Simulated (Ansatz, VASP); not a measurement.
Two plane-wave programs on MgO

INCAR

```
SYSTEM = MgO
ALGO = Normal ; EDIFF = 1E-6
ENCUT = 520 ; GGA = PE
ISIF = 2 ; ISMEAR = -1
LASPH = .True. ; LCHARG = .False.
LREAL = .False. ; LWAVE = .False.
NBANDS = 11 ; NELM = 100
PREC = Accurate ; SIGMA = 0.05
```

KPOINTS

```
k-points
0
Gamma
  10 10 10
  0 0 0
```

File POSCAR:

```
MgO
1.0
    0.0000000000      2.2749918549      2.2749918549
    2.2749918549      0.0000000000      2.2749918549
    2.2749918549      2.2749918549      0.0000000000
Mg O
1 1
Direct
    0.5000000000      0.5000000000      0.5000000000
    0.7500000000      0.7500000000      0.7500000000
```

The input input.yaml:

```yaml
crystal:
  lattice:
    - [0.0, 2.2749918549, 2.2749918549]
    - [2.2749918549, 0.0, 2.2749918549]
    - [2.2749918549, 2.2749918549, 0.0]
  atoms:
    - { symbol: Mg, position: [0.5, 0.5, 0.5] }
    - { symbol: O, position: [0.75, 0.75, 0.75] }
hamiltonian:
  xc: pbe
  pseudopotentials: { kind: paw }
kpoints:
  mp_grid: { grid: [10, 10, 10] }
scf:
  occupations: { method: fermi_dirac, width: 0.05 }
output:
  forces: true
  stress: true
  eigenvalues: true
```

The cell was built by a generator and needn't be a form met in nature.

Alike in both runs: task single point; functional PBE; k mesh 10 × 10 × 10; occupations fermi-dirac, width 0.05 eV; no spin polarisation.

|  | VASP | Ansatz |
| --- | --- | --- |
| version | VASP 6.6.1 | Ansatz 0.2.0 |
| potentials or method | VASP PAW PBE potentials, release 64 (Mg, O) | Ansatz PAW |
| plane-wave cutoff (eV) | 520 | 420 |
| valence electrons in the cell | 8 | 16 |

```csv
,VASP,Ansatz,Ansatz less VASP
gap on the k mesh at the Fermi level (eV),3.69,3.71,+0.015
least direct gap on the mesh (eV),3.69,3.71,+0.015
pressure (GPa),4.7,5.1,+0.38
```

With one functional, cell and mesh, what is left measures potentials, basis and numerics. The two sets of potentials don't hold the same shells in valence.

Caveats: the pressure holds a Pulay correction of +0.5 GPa for the finite cutoff (Ansatz).
